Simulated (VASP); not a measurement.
Consider the following.

```xyz
2
Lattice="0.0000 2.4946 2.4946 2.4946 0.0000 2.4946 2.4946 2.4946 0.0000" Properties=species:S:1:pos:R:3 pbc="T T T"
In     0.0000     0.0000     0.0000
N      1.2473     1.2473     1.2473
```

All values below come from PBEsol GGA, VASP's PBE PAW potentials (set 64) (plane waves; VASP 6.6.1). Settings: 650 eV cut-off, 11×11×11 Γ-centred mesh, first-order Methfessel-Paxton smearing of 0.10 eV, potentials In_d N.

Finite-difference elastic constants of metals are sensitive to mesh and smearing; shear constants can be off by tens of GPa.

Give the elastic stiffness tensor with the ions relaxed (GPa, in the frame of the cell).

```
     xx   yy   zz    yz    xz    xy
--  ---  ---  ---  ----  ----  ----
xx  171  117  117   0.0   0.0   0.0
yy  117  171  117   0.0   0.0   0.0
zz  117  117  171   0.0   0.0   0.0
yz  0.0  0.0  0.0  79.0   0.0   0.0
xz  0.0  0.0  0.0   0.0  79.0   0.0
xy  0.0  0.0  0.0   0.0   0.0  79.0
```

Predict the Hill bulk modulus, Hill shear modulus, Young's modulus, Poisson's ratio.

- Hill bulk modulus: 135 GPa
- Hill shear modulus: 516 kbar
- Young's modulus: 137 GPa
- Poisson's ratio: 0.330

The compound is InN in the zinc blende structure, a metastable form; wurtzite is the usual one. It was relaxed first.
